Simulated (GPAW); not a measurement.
The system is ZnS (Wurtzite-2H).

```
CELL_PARAMETERS angstrom
3.81100 0.00000 0.00000
-1.90550 3.30042 0.00000
0.00000 0.00000 6.23400
ATOMIC_POSITIONS crystal
Zn 0.66667 0.33333 0.50000
Zn 0.33333 0.66667 0.00000
S 0.66667 0.33333 0.88500
S 0.33333 0.66667 0.38500
```

Base run:

* Program: GPAW 26.7.0
* Functional: r4SCAN
* Potentials or basis: GPAW PAW data sets (gpaw-data 1.2.1)
* Cutoff: 600 eV
* Basis: pw
* k mesh: 6 × 6 × 3
* Occupations: fermi-dirac, width 0.05 eV
* Spin: no spin polarisation

Its results: band gap on the k mesh 2.75 eV, direct; largest force 0.325 eV/Å.

After a change of settings the same cell gave: band gap on the k mesh 2.20 eV, direct; largest force 0.335 eV/Å. Which change was it?
A. functional from r4SCAN to C09-vdW
B. functional from r4SCAN to BEEF-vdW; band points from 80 to 60
C. functional from r4SCAN to LDA; potentials or basis from GPAW PAW data sets (gpaw-data 1.2.1) to JTH PAW 2.0, LDA
D. functional from r4SCAN to TASK; band points from 80 to 60

A.

Caveats: the PAW data sets were made with another functional, which shifts forces and pressure a little.

Not every run made on this cell is shown here.
